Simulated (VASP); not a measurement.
Set up this calculation in VASP 6.6.1, as the native input.

| Item | Value |
| --- | --- |
| Task | single point |
| Functional | PBE |
| Potentials or basis | VASP PAW PBE potentials, release 64 (Cu, O) |
| Cutoff | 520 eV |
| k mesh | 10 × 10 × 5 |
| Occupations | gaussian, width 0.022 eV |
| Spin | no spin polarisation |
| Further INCAR settings | ALGO = Normal; EDIFF = 1e-07; NBANDS = 25 |

The structure of CuO (Tenorite) lies in POSCAR:

```
CuO
1.0
    2.3418500000     -1.7113000000      0.0000000000
    2.3418500000      1.7113000000      0.0000000000
   -0.8500274268      0.0000000000      5.0578693947
Cu O
2 2
Direct
    0.5000000000      0.0000000000      0.5000000000
    0.0000000000      0.5000000000      0.0000000000
    0.4184000000      0.5816000000      0.7500000000
    0.5816000000      0.4184000000      0.2500000000
```

These files were run (other wordings do the same):

INCAR

```
SYSTEM = CuO
PREC = Accurate ; ENCUT = 520
EDIFF = 1E-7 ; ISMEAR = 0
SIGMA = 0.022 ; LREAL = .False.
LASPH = .True. ; NELM = 100
ALGO = Normal ; ISIF = 2
LWAVE = .False. ; LCHARG = .False.
GGA = PE ; NBANDS = 25
```

KPOINTS

```
Automatic mesh
0
Gamma
  10 10 5
  0 0 0
```

Potentials or basis: VASP PAW PBE potentials, release 64 (Cu, O).

The run is started by

```console
$ cat potpaw_PBE.64/Cu/POTCAR potpaw_PBE.64/O/POTCAR > POTCAR
$ mpirun -np 1 vasp_std > vasp.out
```

Results of the run:

```yaml
Pressure: 6.3 GPa
Largest_force: 0.218 eV/Å
Band_gap_on_the_k_mesh: none (metal or under the smearing width)
```

Caveat: the run has no spin polarisation, though such a crystal can be magnetic; semilocal functionals often make such compounds metallic where correlation or magnetic order opens a gap, which also shifts bond lengths.

Wall time 97 s on 1 thread of AMD EPYC 9R14 (Zen 4), on a shared host, peak memory 0.21 GiB.
